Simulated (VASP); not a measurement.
Wanted: the native input for a VASP 6.6.1 run.

| Property | Result |
| --- | --- |
| Task | relaxation of cell and atoms |
| Functional | PBE |
| Potentials or basis | VASP PAW PBE potentials, release 64 (K_pv, I) |
| Cutoff | 300 eV |
| k mesh | 4 × 4 × 4 |
| Occupations | gaussian, width 0.03 eV |
| Spin | no spin polarisation |
| Further INCAR settings | ALGO = Normal; EDIFF = 1e-06; IBRION = 2; EDIFFG = -0.01; NSW = 90; ISIF = 3 |

The structure of KI lies in POSCAR:

```
KI
1.0
    0.0000000000      3.5327750000      3.5327750000
    3.5327750000      0.0000000000      3.5327750000
    3.5327750000      3.5327750000      0.0000000000
K I
1 1
Direct
    0.0000000000      0.0000000000      0.0000000000
    0.5000000000      0.5000000000      0.5000000000
```

One way to write it, as run:

INCAR

```
SYSTEM = KI
ALGO     = Normal         ! electronic algorithm
EDIFF    = 1E-6           ! SCF threshold, eV
EDIFFG   = -0.01          ! ionic threshold
ENCUT    = 300            ! plane-wave cutoff, eV
GGA      = PE             ! functional
IBRION   = 2              ! ionic algorithm
ISIF     = 3              ! what is computed and relaxed
ISMEAR   = 0              ! smearing method
LASPH    = .True.         ! aspherical terms in the spheres
LCHARG   = .False.        ! write CHGCAR
LREAL    = .False.        ! projectors in reciprocal space
LWAVE    = .False.        ! write WAVECAR
NELM     = 80             ! most SCF steps
NSW      = 90             ! ionic steps
PREC     = Accurate       ! precision mode
SIGMA    = 0.03           ! smearing width, eV
```

KPOINTS

```
k-points
0
Gamma
  4 4 4
  0 0 0
```

Potentials or basis: VASP PAW PBE potentials, release 64 (K_pv, I).

The run is started by

```bash
$ cat potpaw_PBE.64/K_pv/POTCAR potpaw_PBE.64/I/POTCAR > POTCAR
$ mpirun -np 1 vasp_std > vasp.out
```

It gave:

```json
{
 "Relaxed volume": "46.90 Å³/atom",
 "Relaxed cell": "a = 5.100 Å, b = 5.100 Å, c = 5.100 Å, α = 60.00°, β = 60.00°, γ = 60.00°",
 "Space group after relaxing (to 0.05 Å)": "Fm-3m (No. 225)",
 "Energy gained by relaxing": "6.2 meV/atom",
 "Ionic steps": "4",
 "Pressure after relaxing": "0.0 GPa",
 "Band gap on the k mesh": "3.82 eV, direct"
}
```

Caveat: spin-orbit coupling is left out, which moves the levels of the heavy elements.

Wall time 18 s on 1 thread of AMD EPYC 7R13 Processor (Zen 3), on a shared host, peak memory 0.12 GiB.
